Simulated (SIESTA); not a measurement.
Li2O:

```
O Li
1.0
     0.00000    2.32685    2.32685
     2.32685    0.00000    2.32685
     2.32685    2.32685    0.00000
O Li
1 2
Cartesian
  0.0000 0.0000 0.0000
  1.1634 1.1634 1.1634
  3.4903 3.4903 3.4903
```

The cell comes from a database or a generator and needn't be the stable form of this composition.

Base run:

| Property | Result |
| --- | --- |
| Program | SIESTA 5.4.2 |
| Functional | PBE |
| Potentials or basis | SG15 1.2 (PBE files) or PseudoDojo by element |
| Basis | DZP (energy shift 0.003 Ry; two zetas on semicore shells) |
| Grid cutoff | 800 Ry |
| Energy shift | 0.003 Ry |
| k mesh | 10 × 10 × 10 |
| Occupations | fermi-dirac, width 0.05 eV |
| Spin | no spin polarisation |

Its results: band gap on the k mesh 5.07 eV, indirect (least direct gap 5.09 eV); pressure 1.0 GPa.

Problem. The run is repeated on the same cell with these changes: potentials or basis from SG15 1.2 (PBE files) or PseudoDojo by element to Ansatz (PBE files). What comes out?

Solution. Band gap on the k mesh 5.07 eV, direct; pressure -0.2 GPa.

Caveats: the basis of atomic orbitals isn't converged, which shifts pressures, moduli and gaps.

A k mesh can miss the band edges.
